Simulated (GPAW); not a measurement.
# InAs (F-43m) in GPAW: a series of runs, part 2 of 2

GPAW 26.7.0. Earlier steps stand in the parts before.

### Step 5. Band structure, LDA

File run.py:

```python
from ase.dft.bandgap import bandgap
from ase.io import read, write
from ase.units import GPa
from gpaw import GPAW, PW, setup_paths

setup_paths.insert(0, '.')

atoms = read('POSCAR')

calc = GPAW(mode=PW(600),
            xc='LDA',
            kpts={'size': (6, 6, 6), 'gamma': True},
            occupations={'name': 'fermi-dirac', 'width': 0.05},
            setups={'As': 'jth', 'In': 'jth'},
            nbands=-9,
            convergence={'density': 1e-05, 'energy': 1e-05},
            maxiter=150,
            txt='gpaw.txt')
atoms.calc = calc
energy = atoms.get_potential_energy()
forces = atoms.get_forces()
stress = atoms.get_stress()
calc.write('gs.gpw')
write('result.traj', atoms)
print(f'Energy: {energy:.6f} eV')
print('Forces (eV/A):')
print(forces.round(4))
print('Stress (GPa):', (stress / GPa).round(3))
print('Fermi level:', round(calc.get_fermi_level(), 4), 'eV')
print(f'Gap: {bandgap(calc)[0]:.4f} eV, direct: {bandgap(calc, direct=True)[0]:.4f} eV')

path = atoms.cell.bandpath('GXWKGLUWLK,UX', npoints=80, eps=1e-4)
bs_calc = calc.fixed_density(kpts=path, symmetry='off', nbands=-20,
                             convergence={'bands': 'CBM+6.0', 'eigenstates': 1e-6}, txt='bands.txt')
bs = bs_calc.band_structure()
bs.write('bs.json')
print(f'Gap on the path: {bandgap(bs_calc)[0]:.4f} eV')
```

File POSCAR:

```
InAs
1.0
    0.0000000000      3.0180000000      3.0180000000
    3.0180000000      0.0000000000      3.0180000000
    3.0180000000      3.0180000000      0.0000000000
In As
1 1
Direct
    0.0000000000      0.0000000000      0.0000000000
    0.7500000000      0.7500000000      0.7500000000
```

Potentials or basis: JTH PAW 2.0, LDA, pw.

The run is started by

```bash
OMP_NUM_THREADS=1 python run.py
```

gpaw.txt:

```text
__  _  _
 | _ |_)|_||  |
 |__||  | ||/\| - 26.7.0

Input parameters:
  mode=PW(ecut=600.0),
  convergence={'density': 1e-05, 'energy': 1e-05},
  kpts=MonkhorstPack(size=(6, 6, 6), gamma=True),
  maxiter=150,
  nbands=-9,
  occupations=Occupations(name='fermi-dirac', width=0.05),
  setups={'As': 'jth', 'In': 'jth'},
  xc=XC(name='LDA')

Diagonalizing LCAO Hamiltonian
Converting LCAO to pw mode

                     As

       In

Atoms  # Å, Bohr magnetons
|   | symbol |        x |        y |        z |    initial magnetic moments |
|---|--------|----------|----------|----------|-----------------------------|
| 0 |     In | 0.000000 | 0.000000 | 0.000000 | ( 0.0000,  0.0000,  0.0000) |
| 1 |     As | 4.527000 | 4.527000 | 4.527000 | ( 0.0000,  0.0000,  0.0000) |

Unit cell  # Å
| periodic |        x |        y |        z |  lengths |    angles |
|----------|----------|----------|----------|----------|-----------|
|      yes | 0.000000 | 3.018000 | 3.018000 | 4.268097 | 60.000000 |
|      yes | 3.018000 | 0.000000 | 3.018000 | 4.268097 | 60.000000 |
|      yes | 3.018000 | 3.018000 | 0.000000 | 4.268097 | 60.000000 |

Number of symmetries: 24
Symmetry operations  # r_c * U_cc + t_c -> r_c
|    | kind |            matrix            |
|----|------|------------------------------|
|  0 |  E   |  1, 0, 0,  0, 1, 0,  0, 0, 1 |
|  1 |  σ   |  1, 0, 0,  0, 0, 1,  0, 1, 0 |
|  2 |  σ   |  1, 0,-1,  0, 1,-1,  0, 0,-1 |
|  3 |  C3  |  1, 0,-1,  0, 0,-1,  0, 1,-1 |
|  4 |  C3  |  1,-1, 0,  0,-1, 1,  0,-1, 0 |
|  5 |  σ   |  1,-1, 0,  0,-1, 0,  0,-1, 1 |
|  6 |  σ   |  0, 1, 0,  1, 0, 0,  0, 0, 1 |
|  7 |  C3  |  0, 1, 0,  0, 0, 1,  1, 0, 0 |
|  8 |  C2  |  0, 1,-1,  1, 0,-1,  0, 0,-1 |
|  9 |  S4  |  0, 1,-1,  0, 0,-1,  1, 0,-1 |
| 10 |  C3  |  0, 0, 1,  1, 0, 0,  0, 1, 0 |
| 11 |  σ   |  0, 0, 1,  0, 1, 0,  1, 0, 0 |
| 12 |  S4  |  0, 0,-1,  1, 0,-1,  0, 1,-1 |
| 13 |  C3  |  0, 0,-1,  0, 1,-1,  1, 0,-1 |
| 14 |  S4  |  0,-1, 1,  1,-1, 0,  0,-1, 0 |
| 15 |  C2  |  0,-1, 1,  0,-1, 0,  1,-1, 0 |
| 16 |  C3  |  0,-1, 0,  1,-1, 0,  0,-1, 1 |
| 17 |  S4  |  0,-1, 0,  0,-1, 1,  1,-1, 0 |
| 18 |  S4  | -1, 1, 0, -1, 0, 1, -1, 0, 0 |
| 19 |  C3  | -1, 1, 0, -1, 0, 0, -1, 0, 1 |
| 20 |  C3  | -1, 0, 1, -1, 1, 0, -1, 0, 0 |
| 21 |  S4  | -1, 0, 1, -1, 0, 0, -1, 1, 0 |
| 22 |  σ   | -1, 0, 0, -1, 1, 0, -1, 0, 1 |
| 23 |  C2  | -1, 0, 0, -1, 0, 1, -1, 1, 0 |

BZ-sampling:
  Number of BZ points: 216
  Number of IBZ points: 16

  Monkhorst-Pack size: [6, 6, 6]
[... 65 lines left out ...]
    Using partial waves for In as LCAO basis

  As:
    name:    Arsenic
    Z:       33.0
    valence: 15
    core:    18
    charge:  0.0  # [|e|]
    compensation charges:
      type: bessel
      rc: 0.90  # [Å]
      lmax: 2
    cutoffs:
      filter: 1.11  # [Å]
      core: 1.88  # [Å]
    projectors
    | kind |    occ | energy [eV] | rcut [Å] |
    |------|--------|-------------|----------|
    |   4s |  2.000 |     -14.700 |    1.113 |
    |    s |        |      27.211 |    1.113 |
    |   4p |  3.000 |      -5.342 |    1.113 |
    |    p |        |      27.211 |    1.113 |
    |   3d | 10.000 |     -40.897 |    1.113 |
    |    d |        |       0.000 |    1.113 |

    Using partial waves for As as LCAO basis

Reference energy: -221342.873532  # eV

eigensolver:
  PPCG
  Converge bands: occupied
  niter=2

density mixing:
  MSR1-Mixer
  Pratt-step length: 0.05
  Maximum mixing coefficient: 0.75
  Old densities: 10
  SVD Regularization: 0.005
  Good broyden scale: 1.0
  Trust region scale: 1.0
  Backstep threshold: 4.0
  History deletion threshold: 6.0
  Fourier metric: weight=20.0, sigma=0.015

occupation numbers:
  Fermi-Dirac:
    width: 0.0500  # eV

poisson solver:
  ecut: 4800.0  # eV

xc functional:
  name: None

convergence criteria:
- Maximum integral of absolute [dens]ity change: 1e-05 electrons / valence electron
- Maximum [total energy] change in last 3 cyles: 1e-05 eV / valence electron
- Maximum integral of absolute [eigenst]ate change: 4e-08 eV^2 / valence electron
maximum number of iterations: 150

SCF iterations
|iter     | |      energy | eigst |  dens |
|---------|-|-------------|-------|-------|
|iter:   1| |   -8.423112 | -0.43 |       |
|iter:   2| |   -8.343011 | -2.47 | -1.34 |
|iter:   3| |   -8.031856 | -2.02 | -1.38 |
|iter:   4| |   -8.024746 | -3.51 | -1.90 |
|iter:   5| |   -8.023798 | -4.37 | -2.30 |
|iter:   6| |   -8.023781 | -5.76 | -3.27 |
|iter:   7| |   -8.023781c| -6.66 | -3.79 |
|iter:   8| |   -8.023781c| -8.12c| -4.54 |
|iter:   9| |   -8.023781c| -8.66c| -5.41c|

Converged in 9 steps
Energy contributions relative to reference atoms: (reference = -221342.873532)

Energy contributions:
  Kinetic:           6.847021
  Coulomb:          -5.090922
  Zero:              0.413474
  External:          0.000000
  Xc:              -10.192888
  Entropy:          -0.000929
  Spinorbit:         0.000000
  ----------------------------
  Free energy:      -8.024245
  Extrapolated:     -8.023781

dipole moment: (-37.495457, -37.495457, -37.495457)  # |e|*Ang

Fermi level: 5.403
Eigenvalues  # (at kpt = [0.000, 0.000, 0.000])
| band index |      eig [eV] | occ [0-2] |
|------------|---------------|-----------|
|          0 |       -29.756 |     2.000 |
|        ... |               |           |
|          7 |        -8.908 |     2.000 |
|          8 |        -8.777 |     2.000 |
|          9 |        -8.777 |     2.000 |
|         10 |        -6.618 |     2.000 |
|         11 |         4.934 |     2.000 |
|         12 |         5.367 |     1.342 |
[... 8 lines left out ...]
|         21 |        15.708 |     0.000 |
|         22 |        15.708 |     0.000 |

No gap
No difference between direct/indirect transitions

Forces  # eV/Ang
|        x |       y |        z |
|----------|---------|----------|
| -0.00000 | 0.00000 | -0.00000 |  # In   0
| -0.00000 | 0.00000 | -0.00000 |  # As   1

Stress tensor  # eV/Ang^3
|        x |        y |        z |
|----------|----------|----------|
| 0.001806 | 0.000000 | 0.000000 |
| 0.000000 | 0.001806 | 0.000000 |
| 0.000000 | 0.000000 | 0.001806 |

# Writing to gs.gpw (mode='')
```

stdout:

```text
Energy: -8.023781 eV
Forces (eV/A):
[[-0.  0. -0.]
 [-0.  0. -0.]]
Stress (GPa): [0.289 0.289 0.289 0.    0.    0.   ]
Fermi level: 5.4031 eV
Gap: 0.0000 eV, direct: 0.0000 eV
Gap on the path: 0.0000 eV
```

Wall time 26 s (1 thread of Intel Xeon 6975P-C (Granite Rapids), shared host); peak memory 0.3 GiB.

Results:

```yaml
Free_energy: -8.0242 eV
Pressure: -0.3 GPa
Band_gap_along_the_path: none (metal or under the smearing width)
```

Levels at the corners of the path, in eV from the Fermi level:
| point | band 10 | band 11 | band 12 | band 13 | band 14 | band 15 | band 16 | band 17 | band 18 |
| --- | --- | --- | --- | --- | --- | --- | --- | --- | --- |
| Γ | -14.18 | -12.02 | -0.47 | -0.04 | -0.04 | -0.04 | 3.78 | 3.78 | 3.78 |
| X | -14.16 | -9.97 | -6.00 | -2.41 | -2.41 | 1.37 | 1.91 | 8.98 | 9.12 |
| W | -14.17 | -9.91 | -5.86 | -3.05 | -2.98 | 4.09 | 4.18 | 4.83 | 5.94 |
| K | -14.17 | -9.98 | -5.86 | -3.38 | -2.03 | 1.95 | 4.14 | 7.14 | 7.31 |
| Γ | -14.18 | -12.02 | -0.47 | -0.04 | -0.04 | -0.04 | 3.78 | 3.78 | 3.78 |
| L | -14.17 | -10.52 | -5.92 | -1.05 | -1.05 | 0.75 | 4.58 | 4.58 | 6.65 |
| U | -14.17 | -9.98 | -5.86 | -3.38 | -2.03 | 1.95 | 4.14 | 7.14 | 7.31 |
| W | -14.17 | -9.91 | -5.86 | -3.05 | -2.98 | 4.09 | 4.18 | 4.83 | 5.94 |
| L | -14.17 | -10.52 | -5.92 | -1.05 | -1.05 | 0.75 | 4.58 | 4.58 | 6.65 |
| K | -14.17 | -9.98 | -5.86 | -3.38 | -2.03 | 1.95 | 4.14 | 7.14 | 7.31 |
| U | -14.17 | -9.98 | -5.86 | -3.38 | -2.03 | 1.95 | 4.14 | 7.14 | 7.31 |
| X | -14.16 | -9.97 | -6.00 | -2.41 | -2.41 | 1.37 | 1.91 | 8.98 | 9.12 |

Caveat: the program truncates these outside data sets; spin-orbit coupling is left out, which moves the levels of the heavy elements; this crystal is a semiconductor, whose small gap the functional closes, so the metal is an error of the method.

### Step 6. The runs side by side

| task | level | potentials or basis | spin | k mesh | band path | band points | spin axis theta (degrees) | spin axis phi (degrees) | soc after scf | pressure (GPa) |
| --- | --- | --- | --- | --- | --- | --- | --- | --- | --- | --- |
| band structure | PBEsol | PAW data sets generated in the run's folder for this functional, pw | off | 8 × 8 × 8 | GXWKGLUWLK,UX | 100 | - | - | - | 1.3 |
| band structure | PBEsol | PAW data sets generated in the run's folder for this functional, pw | SOC, no magnetisation | 8 × 8 × 8 | GXWKGLUWLK,UX | 100 | 0 | 0 | second variation | 1.3 |
| equation of state | r4SCAN | GPAW PAW data sets (gpaw-data 1.2.1), pw | off | 6 × 6 × 6 | - | - | - | - | - | - |
| band structure | LDA | JTH PAW 2.0, LDA, pw | off | 6 × 6 × 6 | GXWKGLUWLK,UX | 80 | - | - | - | -0.3 |

Alike in all rows: cell as given; cutoff (eV) 600; smearing fermi-dirac 0.05 eV.

Caveats: spin-orbit coupling is left out, which moves the levels of the heavy elements (some runs); spin-orbit coupling was added after a scalar SCF, so levels and gaps hold it while energy, forces, pressure and moments don't (some runs); this program's spin-orbit splittings come out too wide for heavy elements (some runs); the points scatter about the fit (some runs); the PAW data sets were made with another functional, which shifts forces and pressure a little (some runs); the program truncates these outside data sets (some runs); this crystal is a semiconductor, whose small gap the functional closes, so the metal is an error of the method (some runs).

Total energies depend on the potentials used, so only differences within one code and one set of settings carry meaning.

### Step 7. Against experiment

Step 2. Measured gap of InAs: 0.418 eV (direct; 4.2 K; a printed reference work, data compilation). This calculation gives 0.00 eV (-0.42 eV). Spin-orbit coupling on As, In is left out. The value is that of PBEsol, without temperature or zero-point motion. Semilocal functionals fall short of measured gaps as a rule.

Step 3. Against the measured gap of InAs, 0.418 eV (direct; 4.2 K; a printed reference work, data compilation), the calculated 0.00 eV is off by -0.42 eV. The value is that of PBEsol, without temperature or zero-point motion. Semilocal functionals fall short of measured gaps as a rule.

Step 5. Measured gap of InAs: 0.418 eV (direct; 4.2 K; a printed reference work, data compilation). This calculation gives 0.00 eV (-0.42 eV). Spin-orbit coupling on As, In is left out. The value is that of LDA, without temperature or zero-point motion. Semilocal functionals fall short of measured gaps as a rule.
